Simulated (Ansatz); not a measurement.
The system is MgO.

```
Mg O
1.0
     0.00000    2.09700    2.09700
     2.09700    0.00000    2.09700
     2.09700    2.09700    0.00000
Mg O
1 1
Direct
  0.00000 0.00000 0.00000
  0.50000 0.50000 0.50000
```

The cell is a database's computed one.

Base run:

- Program: Ansatz 0.2.0
- Functional: PBE
- Potentials or basis: all-electron LAPW, scalar-relativistic
- Cutoff: 316 eV (chosen from the basis error)
- Basis error allowed: 0.001 eV/atom
- k mesh: 11 × 11 × 11
- Occupations: gaussian, width 0.025 eV
- Spin: no spin polarisation

Its results: band gap on the k mesh 4.86 eV, direct; pressure 7.0 GPa.

Task: The run is repeated on the same cell with these changes: functional from PBE to PBEsol; occupations from gaussian, width 0.025 eV to gaussian, width 0.02 eV. What comes out?

Result: Band gap on the k mesh 4.76 eV, direct; pressure 2.4 GPa.

